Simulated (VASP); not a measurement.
# MgS (F-43m) in VASP: notebook

Runs on MgS. Level: LDA. Tasks: single point.

Program: VASP 6.6.1. These are calculated values, not measurements. Logs are shortened: lines on timing, memory, paths and dates and some standing lists are left out, and cuts for length are marked.

### Step 1. The structure

Symmetry: F-43m, No. 216, cubic system. Conventional cell: a = 5.666 Å, b = 5.666 Å, c = 5.666 Å, α = 90.00°, β = 90.00°, γ = 90.00°. S (site symmetry -43m) has 4 Mg at 2.45 Å as nearest neighbours. Mg (site symmetry -43m) is surrounded by 4 S at 2.45 Å.

The cell comes from a database or a generator and needn't be the stable form of this composition.

### Step 2. Single point, LDA

The input, INCAR:

```
PREC = Accurate ; ENCUT = 450
EDIFF = 1E-6 ; ISMEAR = 0
SIGMA = 0.05 ; LREAL = False
LASPH = True ; NELM = 100
ALGO = Normal ; ISIF = 2
LWAVE = False ; LCHARG = False
ADDGRID = False
```

The input, KPOINTS:

```
Automatic mesh
0
Gamma
  2 2 2
```

The input, POSCAR:

```
MgS
1.0
    0.0000000000      2.8331200468      2.8331200468
    2.8331200468      0.0000000000      2.8331200468
    2.8331200468      2.8331200468      0.0000000000
S Mg
1 1
Direct
    0.2500000000      0.2500000000      0.2500000000
    0.0000000000      0.0000000000      0.0000000000
```

Potentials or basis: VASP PAW LDA potentials, release 64 (S, Mg).

The run is started by

```sh
cat potpaw_LDA.64/S/POTCAR potpaw_LDA.64/Mg/POTCAR > POTCAR
mpirun -np 1 vasp_std > vasp.out
```

OUTCAR:

```text
PREC = Accurate
   ENCUT = 450
   EDIFF = 1E-6
   ISMEAR = 0
   LREAL = False
   LASPH = True
   NELM = 100
   ISIF = 2

 Found      3 irreducible k-points:

 Following reciprocal coordinates:
            Coordinates               Weight
  0.000000  0.000000  0.000000      1.000000
  0.500000  0.000000  0.000000      4.000000
  0.500000  0.500000  0.000000      3.000000
   k-points           NKPTS =      3   k-points in BZ     NKDIM =      3   number of bands    NBANDS=      8
   number of dos      NEDOS =    301   number of ions     NIONS =      2
   total plane-waves  NPLWV =  21952
   dimension x,y,z NGX =    28 NGY =   28 NGZ =   28
   dimension x,y,z NGXF=    56 NGYF=   56 NGZF=   56
   ions per type =               1   1
   NGX,Y,Z   is equivalent  to a cutoff of  11.62, 11.62, 11.62 a.u.
   NGXF,Y,Z  is equivalent  to a cutoff of  23.24, 23.24, 23.24 a.u.
 SYSTEM =  unknown system
   PREC   = accura    normal or accurate (medium, high low for compatibility)
   ISTART =      0    job   : 0-new  1-cont  2-samecut
   ICHARG =      2    charge: 1-file 2-atom 10-const
   ISPIN  =      1    spin polarized calculation?
   LNONCOLLINEAR =      F non collinear calculations
   LSORBIT =      F    spin-orbit coupling
   LASPH  =      T    aspherical Exc in radial PAW
   ENCUT  =  450.0 eV  33.07 Ry    5.75 a.u.   6.93  6.93  6.93*2*pi/ulx,y,z
   NELM   =    100;   NELMIN=  2; NELMDL= -5     # of ELM steps
   EDIFF  = 0.1E-05   stopping-criterion for ELM
   LREAL  =      F    real-space projection
   EDIFFG = 0.1E-04   stopping-criterion for IOM
   NSW    =      0    number of steps for IOM
   IBRION =     -1    ionic relax: 0-MD 1-quasi-New 2-CG
   NFREE  =      0    steps in history (QN), initial steepest desc. (CG)
   ISIF   =      2    stress and relaxation
   ISYM   =      2    0-nonsym 1-usesym 2-fastsym
   POTIM  = 0.5000    time-step for ionic-motion
   TEBEG  =    0.0;   TEEND  =   0.0 temperature during run
   PSTRESS=    0.0 pullay stress
   NELECT =       8.0000    total number of electrons
   NUPDOWN=      -1.0000    fix difference up-down
   EMIN   =  10.00;   EMAX   =-10.00  energy-range for DOS
   EFERMI =   0.00;   METHOD = LEGACY
   ISMEAR =     0;   SIGMA  =   0.05  broadening in eV -4-tet -1-fermi 0-gaus
   EFERMI_NEDOS =   21; number of points for ismear=-14 and -15
   IALGO  =     38    algorithm
   IMIX   =      4    mixing-type and parameters
     AMIX     =   0.40;   BMIX     =  1.00
     AMIX_MAG =   1.60;   BMIX_MAG =  1.00
  volume/ion in A,a.u.               =      22.74       153.46
  Fermi-wavevector in a.u.,A,eV,Ry     =   0.917269  1.733386 11.447692  0.841382
  Thomas-Fermi vector in A             =   2.042218
   LORBIT       =      0    0 simple, 1 ext, 2 COOP (PROOUT), +10 PAW based schemes
   GGA     = CA    functional components
   LHFCALC =     F    Hartree Fock is set to
   AEXX    =    0.0000 exact exchange contribution
   IVDW    =     0    specifies the selected vdW correction
   LEPSILON=     F    determine dielectric tensor
   LRPA    =     F    only Hartree local field effects (RPA)
 non-spin polarized calculation
 Gauss-broadening in eV      SIGMA  =   0.05
  energy-cutoff  :      450.00
  volume of cell :       45.48
 maximum number of plane-waves:       982
 NGX is ok and might be reduce to    28
   NGX = 13   NGY = 13   NGZ = 13

 number of electron       8.0000001 magnetization

 Free energy of the ion-electron system (eV)
  ---------------------------------------------------
  ext. energy  EPLUGINS =         0.00000000
  ---------------------------------------------------
  free energy    TOTEN  =        -8.59682983 eV

  energy without entropy =       -8.59682983  energy(sigma->0) =       -8.59682983

 E-fermi :   1.4764     XC(G=0):  -8.6748

 val. band max:        1.1814486553   @ k =   0.0000   0.0000   0.0000
 cond. band min:       4.1878790844   @ k =   0.0000   0.0000   0.0000
 fundamental gap:      3.0064304291
 Fermi energy:         1.4763946884

 k-point     1 :       0.0000    0.0000    0.0000
  band No.  band energies     occupation
      1     -10.0394      2.00000
      2       1.1814      2.00000
      3       1.1814      2.00000
      4       1.1814      2.00000
      5       4.1879      0.00000
      6       8.7245      0.00000
      7       8.7245      0.00000
      8       8.7245      0.00000

 k-point     2 :       0.5000    0.0000    0.0000
  band No.  band energies     occupation
      1      -9.3068      2.00000
      2      -2.1476      2.00000
      3       0.8342      2.00000
      4       0.8342      2.00000
      5       5.8322      0.00000
      6       8.4101      0.00000
      7       8.4101      0.00000
      8       9.3924      0.00000

 k-point     3 :       0.5000    0.5000    0.0000
  band No.  band energies     occupation
      1      -9.0701      2.00000
      2      -1.8062      2.00000
      3       0.0792      2.00000
      4       0.0792      2.00000
      5       4.5890      0.00000
      6       6.3825      0.00000
      7      11.9610      0.00000
      8      12.9816      0.00000

------------------------ aborting loop because EDIFF is reached ----------------------------------------

  FORCE on cell =-STRESS in cart. coord.  units (eV):
  Direction    XX          YY          ZZ          XY          YZ          ZX
  --------------------------------------------------------------------------------------
  -------------------------------------------------------------------------------------
  Total        0.1952569      0.1952569      0.1952569     -0.0000000     -0.0000000      0.0000000
  in kB        6.8784725      6.8784725      6.8784725     -0.0000000     -0.0000000      0.0000000
  external PRESSURE =       6.8784725 kB  Pullay stress =       0.0000000 kB

 VOLUME and BASIS-vectors are now :
 -----------------------------------------------------------------------------
  energy-cutoff  :      450.00
  volume of cell :       45.48
      direct lattice vectors                 reciprocal lattice vectors
     0.000000000  2.833120047  2.833120047    -0.176483874  0.176483874  0.176483874
     2.833120047  0.000000000  2.833120047     0.176483874 -0.176483874  0.176483874
     2.833120047  2.833120047  0.000000000     0.176483874  0.176483874 -0.176483874

 POSITION                                       TOTAL-FORCE (eV/Angst)
 -----------------------------------------------------------------------------------
      1.41656      1.41656      1.41656         0.000000      0.000000      0.000000
      0.00000      0.00000      0.00000        -0.000000     -0.000000     -0.000000
 -----------------------------------------------------------------------------------
    total drift:                               -0.000000     -0.000000     -0.000000

  FREE ENERGIE OF THE ION-ELECTRON SYSTEM (eV)
  ---------------------------------------------------
  free  energy   TOTEN  =        -8.5968298293 eV

  energy  without entropy=       -8.5968298293  energy(sigma->0) =       -8.59682983
```

It took 1.8 s on 1 thread of Intel Xeon Platinum 8488C (Sapphire Rapids), shared host; peak memory 0.13 GiB.

These settings aren't checked as converged: the numbers below hold their error.

What came out:

- Free energy: -8.5968 eV
- Pressure: 0.7 GPa
- Band gap on the k mesh: 3.01 eV, direct

Caveat: the k mesh is coarse (spacing up to 0.96 Å⁻¹), so the values aren't converged.

### Step 3. Single point, LDA

INCAR is that of step 2.

KPOINTS is that of step 2.

The input, POSCAR:

```
MgS
1.0
    0.0000000000      2.8331200468      2.8331200468
    2.8331200468      0.0000000000      2.8331200468
    2.8331200468      2.8331200468      0.0000000000
S Mg
1 1
Direct
    0.2346630000      0.2748010000      0.2357280000
   -0.0216520000      0.0237760000     -0.0317750000
```

Potentials or basis: VASP PAW LDA potentials, release 64 (S, Mg).

The run is started by

```sh
cat potpaw_LDA.64/S/POTCAR potpaw_LDA.64/Mg/POTCAR > POTCAR
mpirun -np 1 vasp_std > vasp.out
```

Run time: 4.3 s. Hardware: 1 thread of Intel Xeon Platinum 8488C (Sapphire Rapids), shared host; peak memory 0.13 GiB.

The run converged, but some of its settings lie outside the range that counts as converged, so its numbers aren't taken as properties of the crystal.

What came out:

| Item | Value |
| --- | --- |
| Free energy | -8.5779 eV |
| Pressure | 0.9 GPa |
| Largest force | 0.422 eV/Å |
| Band gap on the k mesh | 2.88 eV, direct |

Caveat: the k mesh is coarse (spacing up to 0.96 Å⁻¹), so the values aren't converged.

### Step 4. Single point, LDA

Edit INCAR of step 3 so:

```diff
@@ -1,2 +1,2 @@
-PREC = Accurate ; ENCUT = 450
+PREC = Accurate ; ENCUT = 550
 EDIFF = 1E-6 ; ISMEAR = 0
```

KPOINTS is that of step 3.

The input, POSCAR:

```
MgS
1.0
    0.0000000000      2.8331200468      2.8331200468
    2.8331200468      0.0000000000      2.8331200468
    2.8331200468      2.8331200468      0.0000000000
S Mg
1 1
Direct
    0.2500000000      0.2500000000      0.2500000000
    0.0000000000      0.0000000000      0.0000000000
```

Potentials or basis: VASP PAW LDA potentials, release 64 (S, Mg).

The run is started by

```sh
cat potpaw_LDA.64/S/POTCAR potpaw_LDA.64/Mg/POTCAR > POTCAR
mpirun -np 1 vasp_std > vasp.out
```

OUTCAR:

```text
PREC = Accurate
   ENCUT = 550
   EDIFF = 1E-6
   ISMEAR = 0
   LREAL = False
   LASPH = True
   NELM = 100
   ISIF = 2

 Found      3 irreducible k-points:

 Following reciprocal coordinates:
            Coordinates               Weight
  0.000000  0.000000  0.000000      1.000000
  0.500000  0.000000  0.000000      4.000000
  0.500000  0.500000  0.000000      3.000000
   k-points           NKPTS =      3   k-points in BZ     NKDIM =      3   number of bands    NBANDS=      8
   number of dos      NEDOS =    301   number of ions     NIONS =      2
   total plane-waves  NPLWV =  32768
   dimension x,y,z NGX =    32 NGY =   32 NGZ =   32
   dimension x,y,z NGXF=    64 NGYF=   64 NGZF=   64
   ions per type =               1   1
   NGX,Y,Z   is equivalent  to a cutoff of  13.28, 13.28, 13.28 a.u.
   NGXF,Y,Z  is equivalent  to a cutoff of  26.56, 26.56, 26.56 a.u.
 SYSTEM =  unknown system
   PREC   = accura    normal or accurate (medium, high low for compatibility)
   ISTART =      0    job   : 0-new  1-cont  2-samecut
   ICHARG =      2    charge: 1-file 2-atom 10-const
   ISPIN  =      1    spin polarized calculation?
   LNONCOLLINEAR =      F non collinear calculations
   LSORBIT =      F    spin-orbit coupling
   LASPH  =      T    aspherical Exc in radial PAW
   ENCUT  =  550.0 eV  40.42 Ry    6.36 a.u.   7.66  7.66  7.66*2*pi/ulx,y,z
   NELM   =    100;   NELMIN=  2; NELMDL= -5     # of ELM steps
   EDIFF  = 0.1E-05   stopping-criterion for ELM
   LREAL  =      F    real-space projection
   EDIFFG = 0.1E-04   stopping-criterion for IOM
   NSW    =      0    number of steps for IOM
   IBRION =     -1    ionic relax: 0-MD 1-quasi-New 2-CG
   NFREE  =      0    steps in history (QN), initial steepest desc. (CG)
   ISIF   =      2    stress and relaxation
   ISYM   =      2    0-nonsym 1-usesym 2-fastsym
   POTIM  = 0.5000    time-step for ionic-motion
   TEBEG  =    0.0;   TEEND  =   0.0 temperature during run
   PSTRESS=    0.0 pullay stress
   NELECT =       8.0000    total number of electrons
   NUPDOWN=      -1.0000    fix difference up-down
   EMIN   =  10.00;   EMAX   =-10.00  energy-range for DOS
   EFERMI =   0.00;   METHOD = LEGACY
   ISMEAR =     0;   SIGMA  =   0.05  broadening in eV -4-tet -1-fermi 0-gaus
   EFERMI_NEDOS =   21; number of points for ismear=-14 and -15
   IALGO  =     38    algorithm
   IMIX   =      4    mixing-type and parameters
     AMIX     =   0.40;   BMIX     =  1.00
     AMIX_MAG =   1.60;   BMIX_MAG =  1.00
  volume/ion in A,a.u.               =      22.74       153.46
  Fermi-wavevector in a.u.,A,eV,Ry     =   0.917269  1.733386 11.447692  0.841382
  Thomas-Fermi vector in A             =   2.042218
   LORBIT       =      0    0 simple, 1 ext, 2 COOP (PROOUT), +10 PAW based schemes
   GGA     = CA    functional components
   LHFCALC =     F    Hartree Fock is set to
   AEXX    =    0.0000 exact exchange contribution
   IVDW    =     0    specifies the selected vdW correction
   LEPSILON=     F    determine dielectric tensor
   LRPA    =     F    only Hartree local field effects (RPA)
 non-spin polarized calculation
 Gauss-broadening in eV      SIGMA  =   0.05
  energy-cutoff  :      550.00
  volume of cell :       45.48
 maximum number of plane-waves:      1363
 NGX is ok and might be reduce to    32
   NGX = 15   NGY = 15   NGZ = 15

 number of electron       8.0000000 magnetization

 Free energy of the ion-electron system (eV)
  ---------------------------------------------------
  ext. energy  EPLUGINS =         0.00000000
  ---------------------------------------------------
  free energy    TOTEN  =        -8.59745860 eV

  energy without entropy =       -8.59745860  energy(sigma->0) =       -8.59745860

 E-fermi :   1.4763     XC(G=0):  -8.6748

 val. band max:        1.1810168555   @ k =   0.0000   0.0000   0.0000
 cond. band min:       4.1878163044   @ k =   0.0000   0.0000   0.0000
 fundamental gap:      3.0067994489
 Fermi energy:         1.4763061797

 k-point     1 :       0.0000    0.0000    0.0000
  band No.  band energies     occupation
      1     -10.0394      2.00000
      2       1.1810      2.00000
      3       1.1810      2.00000
      4       1.1810      2.00000
      5       4.1878      0.00000
      6       8.7244      0.00000
      7       8.7244      0.00000
      8       8.7244      0.00000

 k-point     2 :       0.5000    0.0000    0.0000
  band No.  band energies     occupation
      1      -9.3068      2.00000
      2      -2.1478      2.00000
      3       0.8338      2.00000
      4       0.8338      2.00000
      5       5.8321      0.00000
      6       8.4100      0.00000
      7       8.4100      0.00000
      8       9.3922      0.00000

 k-point     3 :       0.5000    0.5000    0.0000
  band No.  band energies     occupation
      1      -9.0701      2.00000
      2      -1.8065      2.00000
      3       0.0789      2.00000
      4       0.0789      2.00000
      5       4.5890      0.00000
      6       6.3824      0.00000
      7      11.9607      0.00000
      8      12.9814      0.00000

------------------------ aborting loop because EDIFF is reached ----------------------------------------

  FORCE on cell =-STRESS in cart. coord.  units (eV):
  Direction    XX          YY          ZZ          XY          YZ          ZX
  --------------------------------------------------------------------------------------
  -------------------------------------------------------------------------------------
  Total        0.1999264      0.1999264      0.1999264      0.0000000      0.0000000     -0.0000000
  in kB        7.0429699      7.0429699      7.0429699      0.0000000      0.0000000     -0.0000000
  external PRESSURE =       7.0429699 kB  Pullay stress =       0.0000000 kB

 VOLUME and BASIS-vectors are now :
 -----------------------------------------------------------------------------
  energy-cutoff  :      550.00
  volume of cell :       45.48
      direct lattice vectors                 reciprocal lattice vectors
     0.000000000  2.833120047  2.833120047    -0.176483874  0.176483874  0.176483874
     2.833120047  0.000000000  2.833120047     0.176483874 -0.176483874  0.176483874
     2.833120047  2.833120047  0.000000000     0.176483874  0.176483874 -0.176483874

 POSITION                                       TOTAL-FORCE (eV/Angst)
 -----------------------------------------------------------------------------------
      1.41656      1.41656      1.41656        -0.000000     -0.000000     -0.000000
      0.00000      0.00000      0.00000         0.000000      0.000000      0.000000
 -----------------------------------------------------------------------------------
    total drift:                               -0.000000     -0.000000     -0.000000

  FREE ENERGIE OF THE ION-ELECTRON SYSTEM (eV)
  ---------------------------------------------------
  free  energy   TOTEN  =        -8.5974585987 eV

  energy  without entropy=       -8.5974585987  energy(sigma->0) =       -8.59745860
```

OSZICAR:

```text
N       E                     dE             d eps       ncg     rms          rms(c)
DAV:   1     0.313766466982E+02    0.31377E+02   -0.36738E+03    48   0.834E+02
DAV:   2    -0.790489358005E+01   -0.39282E+02   -0.35901E+02    72   0.109E+02
DAV:   3    -0.940176406509E+01   -0.14969E+01   -0.14969E+01    48   0.312E+01
DAV:   4    -0.941215838572E+01   -0.10394E-01   -0.10394E-01    80   0.316E+00
DAV:   5    -0.941216339199E+01   -0.50063E-05   -0.50063E-05    56   0.725E-02    0.417E+00
DAV:   6    -0.869296503785E+01    0.71920E+00   -0.18878E+00    48   0.661E+00    0.336E+00
DAV:   7    -0.860226958931E+01    0.90695E-01   -0.38082E-01    56   0.300E+00    0.249E+00
DAV:   8    -0.859747131099E+01    0.47983E-02   -0.11215E-02    48   0.958E-01    0.697E-01
DAV:   9    -0.859733202123E+01    0.13929E-03   -0.60873E-04    64   0.163E-01    0.310E-01
DAV:  10    -0.859745541640E+01   -0.12340E-03   -0.78860E-05    48   0.633E-02    0.154E-02
DAV:  11    -0.859745841428E+01   -0.29979E-05   -0.18203E-06    56   0.951E-03    0.269E-02
DAV:  12    -0.859745859874E+01   -0.18446E-06   -0.57941E-07    48   0.420E-03
   1 F= -.85974586E+01 E0= -.85974586E+01  d E =-.753277E-17
```

stdout:

```text
POSCAR found type information on POSCAR S Mg
 POSCAR found :  2 types and       2 ions
 scaLAPACK will be used
 LDA part: xc-table for (Slater(with rela. corr.)+CA(PZ))
 , standard interpolation
 POSCAR, INCAR and KPOINTS ok, starting setup
 FFT: planning ... GRIDC
 FFT: planning ... GRID_SOFT
 FFT: planning ... GRID
 WAVECAR not read
 entering main loop
```

Wall time 1.9 s (1 thread of Intel Xeon Platinum 8488C (Sapphire Rapids), shared host); peak memory 0.14 GiB.

These settings aren't checked as converged: the numbers below hold their error.

What came out:

| Property | Result |
| --- | --- |
| Free energy | -8.5975 eV |
| Pressure | 0.7 GPa |
| Band gap on the k mesh | 3.01 eV, direct |

Caveat: the k mesh is coarse (spacing up to 0.96 Å⁻¹), so the values aren't converged.

### Step 5. Single point, LDA

INCAR is that of step 4.

KPOINTS is that of step 4.

The input, POSCAR:

```
MgS
1.0
    0.0000000000      2.8331200468      2.8331200468
    2.8331200468      0.0000000000      2.8331200468
    2.8331200468      2.8331200468      0.0000000000
S Mg
1 1
Direct
    0.2346630000      0.2748010000      0.2357280000
   -0.0216520000      0.0237760000     -0.0317750000
```

The run is started by

```sh
cat potpaw_LDA.64/S/POTCAR potpaw_LDA.64/Mg/POTCAR > POTCAR
mpirun -np 1 vasp_std > vasp.out
```

Wall time 2.8 s (1 thread of Intel Xeon Platinum 8488C (Sapphire Rapids), shared host); peak memory 0.14 GiB.

These settings aren't checked as converged: the numbers below hold their error.

Results:

| Property | Result |
| --- | --- |
| Free energy | -8.5785 eV |
| Pressure | 0.9 GPa |
| Largest force | 0.422 eV/Å |
| Band gap on the k mesh | 2.88 eV, direct |

Caveat: the k mesh is coarse (spacing up to 0.96 Å⁻¹), so the values aren't converged.
